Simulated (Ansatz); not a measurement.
**From a trial cell to the properties of HfO₂ (CdI2-type structure)**

Level of theory: DFT, PBEsol, scalar-relativistic, no spin polarisation; plane waves to 420 eV with PAW datasets (Ansatz 0.2.0), Γ-centred 12×12×6 mesh, 0.05 eV Gaussian smearing. The datasets are Ansatz's generated set soft_2.

The start was a prototype's sites filled with these elements. The Crystallography Open Database lists the compound in space groups P21/c, Pbca, Fm-3m, so this is a trial structure.

Starting cell:

```
Hf O
1.0
     2.98818    0.00000    0.00000
    -1.49409    2.58784    0.00000
     0.00000    0.00000    4.82056
Hf O
1 2
Direct
  0.00000 0.00000 0.00000
  0.33333 0.66667 0.25200
  0.66667 0.33333 0.74800
```

The steps in volume:

```
run   level   k-mesh                    kind  V (Å³/atom)  P (GPa)  E − E(final) (meV/atom)  gap on the mesh (eV)
  1  PBEsol  12×12×6  cell and atoms relaxed        15.09      0.0                      0.1                  4.70
  2  PBEsol  12×12×6  cell and atoms relaxed        15.27      0.1                      0.0                  4.72
```

At this volume the pressure is 0.05 GPa.

The final structure (symmetry read at 0.01 Å). It takes space group P-3m1 (No. 164, trigonal). The conventional cell has a = 3.219 Å, b = 3.219 Å, c = 5.107 Å, α = 90.00°, β = 90.00°, γ = 120.00°. Hf (site symmetry -3m) is surrounded by 6 O at 2.09 Å. O (site symmetry 3m) has 3 Hf at 2.09 Å as nearest neighbours. (Neighbours are counted to 15 % beyond the shortest distance.)

- At the final geometry the gap, band path included, is 4.70 eV.
- The elastic tensor is positive definite (smallest eigenvalue 0.2 GPa).
- The runs in the table took roughly 3 core-minutes.

**Why it comes out so.**

Formal charges Hf⁴⁺, O²⁻ balance and leave closed shells on every ion, so a band insulator is expected, and the gap is 4.70 eV.

Within 0.6 eV of the edges the projected states are 97 % O 2p at the top of the valence band and 79 % Hf 5d at the bottom of the conduction band. The lowest excitation takes an electron from O back to Hf, as in ionic insulators.

Shannon's ionic radii give a check on the bond lengths: Hf⁴⁺ with 6 neighbours 0.71 Å + O²⁻ 1.36 Å = 2.07 Å against a computed mean of 2.09 Å. Sums and bonds agree within 3 %, so ion sizes set the bond lengths.

Semilocal functionals underestimate band gaps, commonly by a third or more. Spin–orbit coupling, which matters for such heavy elements, is left out.
